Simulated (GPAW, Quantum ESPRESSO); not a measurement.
This is a calculation of AlN for GPAW 26.7.0 (ASE script). Measurements of this composition are mostly on another form, of space group No. 186.

File run.py:

```python
from ase import Atoms
from ase.dft.bandgap import bandgap
from ase.io import write
from ase.units import GPa
from gpaw import GPAW, PW, setup_paths

setup_paths.insert(0, '.')

atoms = Atoms(['Al', 'N'],
              cell=[[0.0, 2.1839935596, 2.1839935596],
                    [2.1839935596, 0.0, 2.1839935596],
                    [2.1839935596, 2.1839935596, 0.0]],
              scaled_positions=[[0.0, 0.0, 0.0],
                                [0.25, 0.25, 0.25]],
              pbc=True)

calc = GPAW(mode=PW(800),
            xc='PBEsol',
            kpts={'size': (10, 10, 10), 'gamma': True},
            occupations={'name': 'fermi-dirac', 'width': 0.05},
            nbands=11,
            convergence={'density': 1e-05, 'energy': 1e-05},
            maxiter=150,
            txt='gpaw.txt')
atoms.calc = calc
energy = atoms.get_potential_energy()
forces = atoms.get_forces()
stress = atoms.get_stress()
calc.write('gs.gpw')
write('result.traj', atoms)
print(f'Energy: {energy:.6f} eV')
print('Forces (eV/A):')
print(forces.round(4))
print('Stress (GPa):', (stress / GPa).round(3))
print('Fermi level:', round(calc.get_fermi_level(), 4), 'eV')
print(f'Gap: {bandgap(calc)[0]:.4f} eV, direct: {bandgap(calc, direct=True)[0]:.4f} eV')
```

Potentials or basis: PAW data sets generated in the run's folder for this functional, pw.

Run with:

```console
$ gpaw-setup -f PBEsol Al N
$ OMP_NUM_THREADS=1 python run.py
```

Problem. Set up the same calculation for Quantum ESPRESSO 7.5. Potentials or basis there: GBRV 1.5 PBEsol, cutoff 612 eV.

Solution. As run (cutoffs and basis follow the program's own potentials, and thresholds, step limits or extra output files can differ):

pw.in

```
&CONTROL
  calculation = 'scf'
  prefix = 'pwscf'
  outdir = './tmp'
  pseudo_dir = './pseudo'
  tprnfor = .true.
  tstress = .true.
  disk_io = 'low'
/
&SYSTEM
  ibrav = 0
  nat = 2
  ntyp = 2
  ecutwfc = 45
  ecutrho = 360
  nbnd = 9
  occupations = 'smearing'
  smearing = 'fd'
  degauss = 0.00367493
/
&ELECTRONS
  conv_thr = 4d-10
  electron_maxstep = 120
  mixing_beta = 0.5
/
ATOMIC_SPECIES
Al    26.9815 al_pbesol_v1.uspp.F.UPF
N     14.0070 n_pbesol_v1.2.uspp.F.UPF
CELL_PARAMETERS angstrom
   0.0000000000    2.1839935596    2.1839935596
   2.1839935596    0.0000000000    2.1839935596
   2.1839935596    2.1839935596    0.0000000000
ATOMIC_POSITIONS crystal
Al     0.0000000000    0.0000000000    0.0000000000
N      0.2500000000    0.2500000000    0.2500000000
K_POINTS automatic
10 10 10 0 0 0
```

The input pp_density.in:

```
&INPUTPP
  prefix = 'pwscf'
  outdir = './tmp'
  filplot = 'density.dat'
  plot_num = 0
/
&PLOT
  nfile = 1
  filepp(1) = 'density.dat'
  iflag = 3
  output_format = 6
  fileout = 'density.cube'
/
```

The input pp_potential.in:

```
&INPUTPP
  prefix = 'pwscf'
  outdir = './tmp'
  filplot = 'potential.dat'
  plot_num = 11
/
&PLOT
  nfile = 1
  filepp(1) = 'potential.dat'
  iflag = 3
  output_format = 6
  fileout = 'potential.cube'
/
```

Potentials or basis: GBRV 1.5 PBEsol.

The run is started by

```sh
$ OMP_NUM_THREADS=1 mpirun -n 2 pw.x -nk 2 -in pw.in > pw.out
$ OMP_NUM_THREADS=1 mpirun -n 1 pp.x -in pp_density.in > pp_density.out
$ OMP_NUM_THREADS=1 mpirun -n 1 pp.x -in pp_potential.in > pp_potential.out
```

Both were run:

|  | GPAW | Quantum ESPRESSO |
| --- | --- | --- |
| Pressure | 2.2 GPa | 1.7 GPa |

Pressure is positive in compression.
